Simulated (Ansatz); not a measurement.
# Ga₂O₃ under strain: Electric field gradients

The cell is a structure deposited in the COD, relaxed with PBE at fixed cell and then changed (z compressed by 3 %, ions relaxed).

```cif
data_structure
_symmetry_space_group_name_H-M 'P 1'
_symmetry_Int_Tables_number 1
_cell_length_a 6.2930
_cell_length_b 6.2930
_cell_length_c 5.6342
_cell_angle_alpha 103.811
_cell_angle_beta 103.811
_cell_angle_gamma 27.928
_cell_volume 101.29
loop_
_atom_site_label
_atom_site_type_symbol
_atom_site_fract_x
_atom_site_fract_y
_atom_site_fract_z
_atom_site_occupancy
Ga1 Ga 0.08814 0.08814 0.78919 1
Ga2 Ga 0.91186 0.91186 0.21081 1
Ga3 Ga 0.66078 0.66078 0.30926 1
Ga4 Ga 0.33922 0.33922 0.69074 1
O5 O 0.17081 0.17081 0.10492 1
O6 O 0.82919 0.82919 0.89508 1
O7 O 0.17198 0.17198 0.55816 1
O8 O 0.82802 0.82802 0.44184 1
O9 O 0.49887 0.49887 0.25472 1
O10 O 0.50113 0.50113 0.74528 1
```

Sites (sets of like atoms) are named by element and the number of their first atom in this list.

Level of theory: DFT, PBE, plane waves and PAW, scalar-relativistic, 420 eV cutoff, Γ-centred 10×10×6 k-points, Fermi–Dirac smearing 0.02 eV (Ansatz 0.2.0).

C_Q = eQV_zz/h, which is 24.18 MHz for Q = 1 b and V_zz = 10²¹ V/m²; η = (V_xx − V_yy)/V_zz.

⁶⁹Ga: I = 3/2, Q = 171.0 mb; ¹⁷O: I = 5/2, Q = -25.58 mb. Nuclear quadrupole moments: year-2017 set (Pyykkö).

```json
{"site": "Ga1", "atoms (order as listed)": "1, 2", "first shell": "4 O at 1.82–1.84 Å", "V_zz (10²¹ V/m²)": "-3.36", "η": "0.53", "C_Q (MHz)": "-13.9"}
{"site": "Ga3", "atoms (order as listed)": "3, 4", "first shell": "6 O at 1.93–2.05 Å", "V_zz (10²¹ V/m²)": "2.92", "η": "0.50", "C_Q (MHz)": "12.1"}
{"site": "O5", "atoms (order as listed)": "5, 6", "first shell": "3 Ga at 1.82–1.93 Å", "V_zz (10²¹ V/m²)": "-7.87", "η": "0.27", "C_Q (MHz)": "4.87"}
{"site": "O7", "atoms (order as listed)": "7, 8", "first shell": "4 Ga at 1.84–2.05 Å; also 1 Ga at 3.30 Å", "V_zz (10²¹ V/m²)": "3.97", "η": "0.18", "C_Q (MHz)": "-2.45"}
{"site": "O9", "atoms (order as listed)": "9, 10", "first shell": "3 Ga at 1.84–1.93 Å", "V_zz (10²¹ V/m²)": "-11.04", "η": "0.01", "C_Q (MHz)": "6.83"}
```

At O5 and O9 V_zz stands upright on the plane through its three neighbours (within 3°) in each case. At O7 V_zz points along its shortest bond, to Ga (within 2°).

At this changed cell the PBE pressure is 15 GPa.

The relaxation (7 steps) took 42 s of wall time (2.7 min of CPU time) and 1.1 GiB at its peak, on 4 threads of AMD EPYC 9R14 (Zen 4) (x86_64; 16 cores open to the job, memory cap 8.0 GiB, no GPU), a shared host with a load of 0.3 a core.
